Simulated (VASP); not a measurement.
SrO: pressure against volume per atom

All results are calculated (VASP 6.6.1). Plane-wave PAW density functional theory at fixed cell and atoms, no spin polarisation; stress and pressure are positive in compression.

Cell of the first row (space group Fm-3m, No. 225):
```
SrO
1.0
      0.0000     2.4767     2.4767
      2.4767     0.0000     2.4767
      2.4767     2.4767     0.0000
Sr O
1 1
Direct
  0.00000 0.00000 0.00000
  0.50000 0.50000 0.50000
```

Settings of every row: functional PBE; spin orbit no; screening parameter 0 Å⁻¹; occupations Fermi-Dirac; smearing width 0.02 eV; wave cutoff 520 eV; datasets recommended PBE set; valence electrons 16; k mesh a 8; k mesh b 8; k mesh c 8.

| row | volume per atom (Å³) | pressure (GPa) |
| --- | --- | --- |
| 1 | 15.192 | 17.63 |
| 2 | 15.672 | 12.99 |
| 3 | 16.162 | 8.95 |
| 4 | 16.661 | 5.43 |
| 5 | 17.171 | 2.36 |
| 6 | 17.692 | -0.3 |
| 7 | 18.222 | -2.6 |
| 8 | 18.492 | -3.63 |
| 9 | 18.764 | -4.59 |
| 10 | 19.315 | ? |

Question: what pressure should row 10 give?

Worked fit of pressure. Take u = (V_r/V)^(2/3) − 1 with V_r = 17.171 Å³ an atom, which is twice the finite (Eulerian) strain; such expansions in the strain, on which the Birch-Murnaghan equation of state is built, carry the rest volume and the bulk modulus. The shown rows have u = 0.08506, 0.06279, 0.0412, 0.0203, 0, -0.01973, -0.03883, -0.04821, -0.05743. Least squares give pressure = 2.363 + 142.71 × u + 399.3 × u² + 386 × u³ GPa; a parabola predicts inner rows, each left out in turn, worse (root mean square 0.031 against 0.0038 GPa). All shown rows lie on it to the printed digit. The pressure vanishes at u = -0.0174, or V = 17.63 Å³ an atom, and there the bulk modulus at fixed shape and fractions is B = −V dP/dV = (2/3)(1 + u) dP/du = 84.6 GPa. The withheld row has u = -0.07544, so the fit gives 2.363 + 142.71 × (-0.07544) + 399.3 × (-0.07544)² + 386 × (-0.07544)³ = -6.30 GPa.

The calculation gave -6.29 GPa. The fit lies 0.01 GPa (0.042 % of the column's range) below it, one unit of the last digit. This row lies beyond the range of the fit.
